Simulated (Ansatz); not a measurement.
**F_N in Si3N4 (P6_3/m): charge-transition levels and formation energies**

Wanted: the transition levels of a substitutional impurity in Si3N4 (P6_3/m), from a cell of 126 host atoms with 1 N taken out and 1 F put in.

Program: Ansatz 0.2.0. Level of theory: place-levels on PBEsol runs: charge-transition levels and formation energies with image-charge correction and potential alignment at the atomic sites; PAW set soft_1. Results are calculated unless marked as measured.

## 1. Set-up

The cell holds 126 atoms: 54 Si, 71 N and 1 F. Its edges and angles: a = 13.206 Å, b = 13.206 Å, c = 8.731 Å, α = 90.0°, β = 90.0°, γ = 120.0°. It derives from Si3N4 (space group P6_3/m). Nearest the centre at fractional (0.576, 0.453, 0.583): F83 at 0.00 Å, Si101 at 1.74 Å, Si59 at 1.74 Å, Si56 at 1.74 Å, N62 at 2.78 Å, N123 at 2.82 Å, N81 at 2.82 Å, N116 at 2.82 Å.

The host's dielectric constants go in as inputs: (4.29, 4.29, 4.37) for the electrons alone, (8.29, 8.29, 8.25) with the ions, from a response run on this crystal (DFPT, PBEsol) at that run's own cell.

The cell's shortest repeat is 8.7 Å.

## 2. Charge states

Levels follow from differences of total energies between charge states, each relaxed by itself.

Each atom starts 0.05 Å or so off its site in a random direction: a symmetric start keeps its symmetry, and would miss off-centre moves and Jahn–Teller distortions. Forces are taken at one point at (¼, ¼, ¼). The cell holds 1 electron more than the neutral one, with a uniform background that keeps it neutral on the whole. The electron count is odd, so at least one spin is unpaired; this run locks the moment at 1 μB.

The sampling was tested on the host first: at the k-points planned (1x1x1 shifted 0.25 0.25 0.25) its energy lies 0.000 eV an atom from the dense-mesh value, under the bound of 0.02 eV set for this test; that bounds the host's error, not the defect's.

One of the inputs; charge, spin and start change from state to state.

Input file qm1_M1.relax/input.yaml:

```yaml
crystal:
  lattice:
    - [11.43668588, 6.60297367, 0.0]
    - [-11.43668588, 6.60297367, 0.0]
    - [0.0, 0.0, 2.91025578]
  atoms:
    - { symbol: Si, position: [0.01950046, 0.80655545, 0.75] }
    - { symbol: Si, position: [0.3528338, 0.47322211, 0.75] }
    - { symbol: Si, position: [0.68616713, 0.13988878, 0.75] }
    - { symbol: Si, position: [0.21294502, 0.01950046, 0.25] }
    - { symbol: Si, position: [0.54627835, 0.68616713, 0.25] }
    - { symbol: Si, position: [0.87961168, 0.3528338, 0.25] }
    - { symbol: Si, position: [0.13988878, 0.45372165, 0.25] }
    - { symbol: Si, position: [0.47322211, 0.12038832, 0.25] }
    - { symbol: Si, position: [0.80655545, 0.78705498, 0.25] }
    - { symbol: Si, position: [0.19344455, 0.21294502, 0.75] }
    - { symbol: Si, position: [0.52677789, 0.87961168, 0.75] }
    - { symbol: Si, position: [0.86011122, 0.54627835, 0.75] }
    - { symbol: Si, position: [0.12038832, 0.6471662, 0.75] }
    - { symbol: Si, position: [0.45372165, 0.31383287, 0.75] }
    - { symbol: Si, position: [0.78705498, 0.98049954, 0.75] }
    - { symbol: Si, position: [0.31383287, 0.86011122, 0.25] }
    - { symbol: Si, position: [0.6471662, 0.52677789, 0.25] }
    - { symbol: Si, position: [0.98049954, 0.19344455, 0.25] }
    - { symbol: "N", position: [0.0, 0.66666667, 0.75] }
    - { symbol: "N", position: [0.33333333, 0.33333333, 0.75] }
    - { symbol: "N", position: [0.66666667, 0.0, 0.75] }
    - { symbol: "N", position: [0.0, 0.33333333, 0.25] }
    - { symbol: "N", position: [0.33333333, 0.0, 0.25] }
    - { symbol: "N", position: [0.66666667, 0.66666667, 0.25] }
    - { symbol: "N", position: [0.21345843, 0.45653274, 0.75] }
    - { symbol: "N", position: [0.54679176, 0.12319941, 0.75] }
    - { symbol: "N", position: [0.8801251, 0.78986608, 0.75] }
    - { symbol: "N", position: [0.09025902, 0.8801251, 0.25] }
    - { symbol: "N", position: [0.42359235, 0.54679176, 0.25] }
    - { symbol: "N", position: [0.75692569, 0.21345843, 0.25] }
    - { symbol: "N", position: [0.12319941, 0.57640765, 0.25] }
    - { symbol: "N", position: [0.45653274, 0.24307431, 0.25] }
    - { symbol: "N", position: [0.78986608, 0.90974098, 0.25] }
    - { symbol: "N", position: [0.21013392, 0.09025902, 0.75] }
    - { symbol: "N", position: [0.54346726, 0.75692569, 0.75] }
    - { symbol: "N", position: [0.87680059, 0.42359235, 0.75] }
    - { symbol: "N", position: [0.1198749, 0.21013392, 0.25] }
    - { symbol: "N", position: [0.45320824, 0.87680059, 0.25] }
    - { symbol: "N", position: [0.78654157, 0.54346726, 0.25] }
    - { symbol: "N", position: [0.24307431, 0.78654157, 0.75] }
    - { symbol: "N", position: [0.57640765, 0.45320824, 0.75] }
    - { symbol: "N", position: [0.90974098, 0.1198749, 0.75] }
  supercell: [1, 1, 3]
  defects: [{ substitution: { at: 82, symbol: F } }]
total_charge: -1
basis:
  ecutwfc: 420
  xc_grid: 2
hamiltonian:
  xc: pbesol
  pseudopotentials: { kind: paw, azcp: { folder: soft_1 }, xc_functional: pbe }
kpoints:
  mp_grid: { grid: [1, 1, 1], shift: [0.25, 0.25, 0.25] }
magnetization:
  spin_polarized: true
  initial_magnetization: 1
  spin_locking: { lock_magnetization: hard }
scf:
  occupations: { method: fixed }
  max_iter: 100
output:
  forces: true
  charged_corrections: { epsilon: [4.29, 4.29, 4.37], static_epsilon: [8.29, 8.29, 8.25] }
relax:
  f_tol: 0.02
  max_steps: 80
  random_displacement: { amplitude: 0.05, seed: 9577 }
checkpoint:
  write: "../qm1_M1.relax.run"
  compress: false
  write_wavefunctions: true
  write_every: 100000
```

Launch:

```bash
> ansatz run input.yaml --threads 8 --pin off --max-ram 22609MiB --backend cpu --events-out ev --progress --plain --runs-dir out
```

Defect states can disperse in a cell of this size, so the energy is taken again at a 2×2×2 shifted mesh, on the relaxed structure.

The run of this state that the levels use, under PBEsol:

Input file qm1_M1.point/input.yaml:

```yaml
crystal:
  checkpoint: "../qm1_M1.relax.run"
  host: checkpoint
total_charge: -1
basis:
  ecutwfc: 420
  xc_grid: 2
hamiltonian:
  xc: pbesol
  pseudopotentials: { kind: paw, azcp: { folder: soft_1 }, xc_functional: pbe }
kpoints:
  mp_grid: { grid: [2, 2, 2], shift: [0.5, 0.5, 0.5] }
magnetization:
  spin_polarized: true
  initial_magnetization: 1
  spin_locking: { lock_magnetization: hard }
scf:
  occupations: { method: fermi_dirac, width: 0.01 }
  max_iter: 100
output:
  forces: true
  eigenvalues: true
  charged_corrections:
    epsilon: [4.29, 4.29, 4.37]
    static_epsilon: [8.29, 8.29, 8.25]
    defect_position: [0.576408, 0.453208, 0.583333]
  eigenstates: { localisation: true }
  populations: true
  efg: {}
checkpoint:
  read: "../qm1_M1.relax.run"
  write: "../qm1_M1.point.run"
  compress: false
  write_wavefunctions: false
  write_every: 100000
```

Relaxations under PBEsol at one point at (¼, ¼, ¼); times on 8 threads of Arm Neoverse V2, shared host:

```csv
charge,moment (μB),occupations,outcome,steps,largest displacement against the far atoms (Å),time
−1,1,fixed,converged,24,1.36,13 min
0,0,fixed,converged,17,1.00,4.3 min
+1,1,fixed,converged,18,0.83,9.3 min
+2,0,fixed,converged,8,0.90,2.3 min
```

Single points under PBEsol at a 2×2×2 shifted mesh; times on 8 threads of Arm Neoverse V2, shared host:

```csv
charge,moment (μB),occupations,outcome,time
−1,1,fermi-dirac,converged,4.6 min
0,0,fermi-dirac,converged,2 min
+1,1,fermi-dirac,converged,5 min
+2,0,fermi-dirac,converged,2 min
```

Distances (Å) from F83 to the nearest atoms after relaxation with PBEsol:

```csv
charge,moment (μB),1.,2.,3.,4.,5.,6.
−1,1,Si 1.76,Si 1.89,N 2.29,N 2.31,N 2.32,Si 2.41
0,0,Si 1.74,Si 1.86,N 2.27,N 2.42,N 2.45,Si 2.55
+1,1,Si 1.65,Si 2.33,Si 2.45,N 2.48,N 2.55,N 2.60
+2,0,Si 1.81,Si 1.81,N 2.68,N 2.68,N 2.74,N 2.74
```

## 3. place-levels, PBEsol

A charged cell interacts with its images and the background, and its potential has another zero than the host's. place-levels removes the first by a point-charge model, screened by the static dielectric constant since the ions have relaxed around the charge, and the second by comparing potentials at atoms far from the defect.

The host is a run of the defect-free crystal in the same cutoffs, grids and k-points, so that basis and sampling errors cancel in part in the differences. Its band edges come from a run of the primitive cell that searches the zone for them. The host is run in a cell of 42 atoms on a matching mesh. Chemical potentials are energies per atom of N (N2 molecule) and F (F2 molecule), run with the same functional and cutoff.

Input file levels.point.yaml:

```yaml
host:
  run: host.point.run
  levels_from: { run: edges.point.run }
states: [qm1_M1.point.run, q0.point.run, qp1_M1.point.run, qp2.point.run]
geometry_from:
  qm1_M1.point.run: qm1_M1.relax.run
  q0.point.run: q0.relax.run
  qp1_M1.point.run: qp1_M1.relax.run
  qp2.point.run: qp2.relax.run
  host.point.run: host.relax.run
chemical_potentials:
  "N":
    energy: -378.476431
    dataset: "<sha256 of the dataset>"
  F:
    energy: -797.650638
    dataset: "<sha256 of the dataset>"
epsilon: [4.29, 4.29, 4.37]
static_epsilon: [8.29, 8.29, 8.25]
vertical:
  - { from: qm1_M1.point.run, to: qm1_M1.point_neutral.run }
  - { from: qp1_M1.point.run, to: qp1_M1.point_neutral.run }
  - { from: qp2.point.run, to: qp2.point_neutral.run }
```

Launch:

```bash
> ansatz place-levels levels.point.yaml -- --threads 8 --pin off --max-ram 22609MiB
```

Numbers of over 12 decimals in the logs are rounded to 6 here.

Log:

```text
[... repeated set-up lines and file paths are left out, and long positions are rounded to six places ...]
(+2/+1) 2.225 eV above the valence edge, 1.961 eV under the conduction edge; not on the lower envelope
(+1/0) 1.339 eV above the valence edge, 2.848 eV under the conduction edge; not on the lower envelope
(0/-1) 3.038 eV above the valence edge, 1.148 eV under the conduction edge
(+2/0) 1.782 eV above the valence edge, 2.404 eV under the conduction edge: charges between them are lowest nowhere
formation energy of charge +2: -1.427 eV with the Fermi level at the valence edge
formation energy of charge +1: +0.798 eV with the Fermi level at the valence edge
formation energy of charge 0: +2.137 eV with the Fermi level at the valence edge
formation energy of charge -1: +5.175 eV with the Fermi level at the valence edge
vertical -1 to 0: no energy, since no alignment is typed
  the change from vertical[0].from (qm1_M1.point.run) to vertical[0].to (qm1_M1.point_neutral.run): by its potential at epsilon [4.29, 4.29, 4.37] it stands at 0.596 0.483 0.593, with an rms radius of about 2.5 Å (1.5 1.4 1.3 Å across the planes of the cell's [...]
vertical +1 to 0: no energy, since no alignment is typed
  the change from vertical[1].from (qp1_M1.point.run) to vertical[1].to (qp1_M1.point_neutral.run): by its potential at epsilon [4.29, 4.29, 4.37] it stands at 0.646 0.532 0.677, with an rms radius of about 2.2 Å (1.2 1.2 1.3 Å across the planes of the cell's [...]
vertical +2 to 0: no energy, since no alignment is typed
  the change from vertical[2].from (qp2.point.run) to vertical[2].to (qp2.point_neutral.run): by its potential at epsilon [4.29, 4.29, 4.37] it stands at 0.591 0.474 0.583, with an rms radius of about 4.2 Å (2.2 2.6 2.4 Å across the planes of the cell's [...]
  edges by pbesol of host.levels_from (edges.point.run), its mesh sampled to repeats of 26.19 Å (the valence edge +0.130 eV and the conduction edge -0.336 eV from those of the host's own run), gap 4.186 eV; the host is sampled to repeats of 26.41 Å
  the defect's cells are sampled to repeats of 26.41 Å, like sampling
  charge +2: -61401.2337 eV with its correction of +0.782 eV, at epsilon [8.29, 8.29, 8.25], aligned at sites: -0.0458 eV, mean over 93 atomic sites at or beyond 4.37 Å from the defect at [0.5764, 0.4532, 0.5833], with +0.041890 for the charge's moments and [...]
  charge +1: -61390.8867 eV with its correction of +0.209 eV, at epsilon [8.29, 8.29, 8.25], aligned at sites: -0.0090 eV, mean over 93 atomic sites at or beyond 4.37 Å from the defect at [0.5764, 0.4532, 0.5833], with +0.057670 for the charge's moments and [...]
  charge 0: +0.000 eV for its dipole among its images, +0.003 omitted
  charge -1: -61370.2663 eV with its correction of +0.165 eV, at epsilon [8.29, 8.29, 8.25], aligned at sites: +0.0530 eV, mean over 93 atomic sites at or beyond 4.37 Å from the defect at [0.5764, 0.4532, 0.5833], with +0.017687 for the charge's moments and [...]
  of states[3] (qp2.point.run): it parts from the run at its places by a charge that spreads by about 2.4 Å along one vector (1.5 Å or more is wide), by its potential at epsilon [4.29, 4.29, 4.37], taken for that of held ions (one typed too small widens it), [...]
  of states[2] (qp1_M1.point.run): the far atoms show a dipole or second moment of the defect's charge, for which the correction takes or leaves out 0.058 eV: further moments aren't read, and the relaxed atoms' own pattern can pass for one, so compare a [...]
  of states[0] (qm1_M1.point.run): stability_check_not_made
  of vertical[0].from (qm1_M1.point.run): stability_check_not_made
  of vertical[1].from (qp1_M1.point.run): stability_check_not_made
  of vertical[2].from (qp2.point.run): it parts from the run at its places by a charge that spreads by about 2.4 Å along one vector (1.5 Å or more is wide), by its potential at epsilon [4.29, 4.29, 4.37], taken for that of held ions (one typed too small [...]
```

Run time: 0.61 s. Hardware: 8 threads of Arm Neoverse V2, shared host.

Levels between the charges placed, in eV above the valence top:

```csv
,gap (eV),(+2/+1),(+1/0),(0/−1)
PBEsol,4.19,2.23,1.34,3.04
```

Corrections by state:

```csv
charge,moment (μB),image terms and alignment (eV),band filling (eV),ε used,"over the lowest of its charge, as the program ranks them, band filling apart (eV)"
+2,0.0,0.782,-,"principal values (8.25, 8.29, 8.29)",0.000
+1,1.0,0.209,-,"principal values (8.25, 8.29, 8.29)",0.000
0,0.0,0.000,-,-,0.000
−1,1.0,0.165,-,"principal values (8.25, 8.29, 8.29)",0.000
```

The charged structures listed were also run neutral, and place-levels reads from each pair, by the potential or the spins, how wide the charge is by which they differ; that can be the carrier of either run.

```csv
charge,rms radius (Å),spread where it is widest against the cell (Å),wide from (Å),reading
+2,4.2,2.42,1.51,wide
+1,2.2,1.35,1.51,narrow
−1,2.5,1.33,1.51,narrow
```

The neutral runs of these pairs need not share the spin of the lowest neutral state, and very wide values only mean spread over the cell.

From the program's caveats on the states, each cut to its opening words:

- charge +2: it parts from the run at its places by a charge that spreads by about 2.4 Å along one vector (1.5 Å or more is wide), by its potential at epsilon [4.29, 4.29, [...]
- charge +2: the far atoms show a dipole or second moment of the defect's charge, for which the correction takes or leaves out 0.084 eV: further moments aren't read, and [...]
- charge +1 (1 μB): the far atoms show a dipole or second moment of the defect's charge, for which the correction takes or leaves out 0.058 eV: further moments aren't read, and [...]
- charge +1 (1 μB), −1 (1 μB): flagged: stability check not made

The host's formation energy from the elements is -1.218 eV per atom; it sets how far the chemical potentials can move.

Limit set by the element alone; other compounds of these elements are not counted. Chemical potentials from the elements' reference states: N 0.00 eV, Si -2.84 eV, F 0.00 eV. Formation energies (N-rich), with the Fermi level at the valence top and at the conduction bottom (gap 4.19 eV):

```csv
charge,at valence top (eV),at conduction bottom (eV),correction included (eV)
+2,-1.43,6.95,0.78
+1,0.80,4.98,0.21
0,2.14,2.14,0.00
−1,5.17,0.99,0.17
```

```json
{"Fermi level (eV)": "0.00", "lowest formation energy (eV)": "-1.43"}
{"Fermi level (eV)": "0.38", "lowest formation energy (eV)": "-0.67"}
{"Fermi level (eV)": "0.76", "lowest formation energy (eV)": "0.09"}
{"Fermi level (eV)": "1.14", "lowest formation energy (eV)": "0.85"}
{"Fermi level (eV)": "1.52", "lowest formation energy (eV)": "1.61"}
{"Fermi level (eV)": "1.90", "lowest formation energy (eV)": "2.14"}
{"Fermi level (eV)": "2.28", "lowest formation energy (eV)": "2.14"}
{"Fermi level (eV)": "2.67", "lowest formation energy (eV)": "2.14"}
{"Fermi level (eV)": "3.05", "lowest formation energy (eV)": "2.13"}
{"Fermi level (eV)": "3.43", "lowest formation energy (eV)": "1.75"}
{"Fermi level (eV)": "3.81", "lowest formation energy (eV)": "1.37"}
{"Fermi level (eV)": "4.19", "lowest formation energy (eV)": "0.99"}
```

Limit set by the element alone; other compounds of these elements are not counted. Chemical potentials from the elements' reference states: Si 0.00 eV, N -2.13 eV, F 0.00 eV. Formation energy by charge state (Si-rich; gap 4.19 eV):

```csv
charge,at valence top (eV),at conduction bottom (eV),correction included (eV)
+2,-3.56,4.81,0.78
+1,-1.33,2.85,0.21
0,0.01,0.01,0.00
−1,3.04,-1.14,0.17
```

Fermi level (eV), lowest formation energy (eV) and a bar from the least value:
```
     0.00      -3.56 
     0.38      -2.80 ######
     0.76      -2.04 #############
     1.14      -1.28 ###################
     1.52      -0.52 ##########################
     1.90       0.01 ##############################
     2.28       0.01 ##############################
     2.67       0.01 ##############################
     3.05       0.00 ##############################
     3.43      -0.38 ###########################
     3.81      -0.76 ########################
     4.19      -1.14 ####################
```

## 4. The same at the relaxations' own k-points

The relaxations' own energies give the levels at their sampling, for comparison.

Input file levels.relax_mesh.yaml:

```yaml
host:
  run: host.relax.run
  levels_from: { run: edges.relax.run }
states: [qm1_M1.relax.run, q0.relax.run, qp1_M1.relax.run, qp2.relax.run]
chemical_potentials:
  "N":
    energy: -378.476431
    dataset: "<sha256 of the dataset>"
  F:
    energy: -797.650638
    dataset: "<sha256 of the dataset>"
```

Launch:

```bash
> ansatz place-levels levels.relax_mesh.yaml -- --threads 8 --pin off --max-ram 22609MiB
```

Log:

```text
[...]
(0/-1) 3.037 eV above the valence edge, 1.149 eV under the conduction edge
[...]
formation energy of charge +2: -1.428 eV with the Fermi level at the valence edge
formation energy of charge +1: +0.798 eV with the Fermi level at the valence edge
formation energy of charge 0: +2.137 eV with the Fermi level at the valence edge
formation energy of charge -1: +5.174 eV with the Fermi level at the valence edge
  edges by pbesol of host.levels_from (edges.relax.run), its mesh sampled to repeats of 26.19 Å (the valence edge +0.231 eV and the conduction edge -0.359 eV from those of the host's own run), gap 4.186 eV; the host is sampled to repeats of 15.83 Å
[... the lines on each state left out ...]
```

It took 0.2 s on 8 threads.

Levels between neighbouring charges, in eV above the valence top:

```csv
,gap (eV),(+2/+1),(+1/0),(0/−1)
"one point at (¼, ¼, ¼)",4.19,2.23,1.34,3.04
a 2×2×2 shifted mesh,4.19,2.23,1.34,3.04
```

Going from one point at (¼, ¼, ¼) to a 2×2×2 shifted mesh moves the levels that carry no band-filling term by up to 0.00 eV and formation energies against the elements by up to 0.00 eV.

## 5. Summary of results

| Property | Result |
| --- | --- |
| gap of the host | 4.19 eV (PBEsol) |
| level (plus 2/plus 1) | 2.23 eV above the valence top, not a change between lowest states |
| level (plus 1/0) | 1.34 eV above the valence top, not a change between lowest states |
| level (0/minus 1) | 3.04 eV above the valence top |
| level (plus 2/0) | 1.78 eV above the valence top |
| lowest of the charges placed, just above the valence top (0.02 eV) | +2 |
| lowest of the charges placed, just below the conduction bottom (0.02 eV) | −1 |
| lowest formation energy at mid-gap of the charges run, N-rich | 2.14 eV |
| lowest formation energy at mid-gap of the charges run, Si-rich | 0.01 eV |

**Reading.** Of the charges placed (−1, 0, +1 and +2), the lowest changes at 1.78 eV (+2/0) and 3.04 eV (0/−1) above the valence top, in a gap of 4.19 eV. (+2/0) passes over charge +1, which lies 0.44 eV above the two there; a lower structure or spin state of it, if missed, would change that. Charges above +2 and below −1 were not placed, so these runs say nothing of levels that involve them. States placed: +2 at 0 μB; +1 at 1 μB; 0 at 0 μB; −1 at 1 μB. Other spin states or structures, where not listed, weren't placed. At charge −1 and 0 the atom put in ends up to 1.3 Å from its starting place, so the name tells the start alone and the levels can join different sites. F is taken at its element; compounds, which aren't counted here, bound the chemical potentials and would shift these formation energies. Going from one point at (¼, ¼, ¼) to a 2×2×2 shifted mesh moves the levels that carry no band-filling term by up to 0.00 eV and formation energies against the elements by up to 0.00 eV. Limits: the images are only 8.7 Å apart; PBEsol makes the gap too small and tends to spread out bound carriers; where a gas molecule sets a chemical potential or the host's formation energy, its binding is uncorrected.

[Logs are printed without paths, hosts, clocks, repeated set-up lines and the standing remarks that a program may print on its own settings, such as how far it seeks lower states.]

[Hosts, paths, dates, database ids (printed as entryN), source tags and the programs' standing remarks are cut or masked in the printed files.]

[Where a table of states has a column of steps, it counts the stored structures, which are thinned; the runs took as many ionic steps or more.]

[A defect's name tells the site on which it was built; relaxed atoms can leave that site.]

[For some hosts the program warned that the k-mesh of the response run may be too coarse for force constants and the static dielectric constant; such warnings are not shown here.]
